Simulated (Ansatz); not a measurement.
# Na2S: the cell at several levels of theory

Cell and atoms of Na2S in the database structure are relaxed in turn with PBE, r2SCAN, PBEsol, LDA and HSE06.

Code: Ansatz 0.2.0. PAW datasets, plane waves, zero pressure. Computed at 0 K without zero-point motion; spin polarisation is off.

## (1) Starting point

The symmetry is Fm-3m (No. 225, cubic); a = 6.498 Å in the conventional setting, 22.87 Å³ an atom. Around Na lie 4 S at 2.81 Å; around S lie 8 Na at 2.81 Å.

As a file:

Space group Fm-3m (No. 225). a = 6.498 Å, b = 6.498 Å, c = 6.498 Å, α = 90.00°, β = 90.00°, γ = 90.00°
```csv
atom,site,symmetry,x,y,z
Na,8c,-43m,0.2500,0.7500,0.7500
S,4a,m-3m,0.0000,0.0000,0.0000
```

## (2) Relaxing with PBE

Input file input.yaml:

```yaml
crystal:
  lattice:
    - [0.0, 3.2491544893, 3.2491544893]
    - [3.2491544893, 0.0, 3.2491544893]
    - [3.2491544893, 3.2491544893, 0.0]
  atoms:
    - { symbol: Na, position: [0.25, 0.25, 0.25] }
    - { symbol: Na, position: [0.75, 0.75, 0.75] }
    - { symbol: S, position: [0.0, 0.0, 0.0] }
kpoints:
  mp_grid: { grid: [6, 6, 6] }
hamiltonian:
  xc: pbe
scf:
  occupations: { method: fermi_dirac, width: 0.02 }
relax:
  f_tol: 0.005
  cell: {}
output:
  write_density: true
  write_potential: true
  elf: true
  volumetric_format: npy
```

Run with:

```bash
$ ansatz run input.yaml --threads 2 --pin off --max-ram 29491MiB --backend cpu --events-out ev --progress --plain --runs-dir out
```

After this run come: Relaxing with r2SCAN; Relaxing with PBEsol; Relaxing with LDA; Relaxing with HSE06.

What does the calculation give? Wanted: for each run, a; volume; space group; SCF geometries.

As calculated:

```
 level  a (Å)  volume (Å³/atom)  space group  SCF geometries
   PBE  6.567            23.603        Fm-3m               4
r2SCAN  6.511            23.000        Fm-3m               4
PBEsol  6.501            22.892        Fm-3m               4
   LDA  6.384            21.684        Fm-3m               5
 HSE06  6.520            23.099        Fm-3m               3
```

What this shows: The first relaxation changed the volume by +3.2 % from the start. The volume runs from LDA (least) to PBE (most), a spread of 8.9 %, or 2.9 % in length if all axes shared it alike. The meshes differ: PBE 6×6×6, r2SCAN 6×6×6, PBEsol 6×6×6, LDA 6×6×6, HSE06 4×4×4.
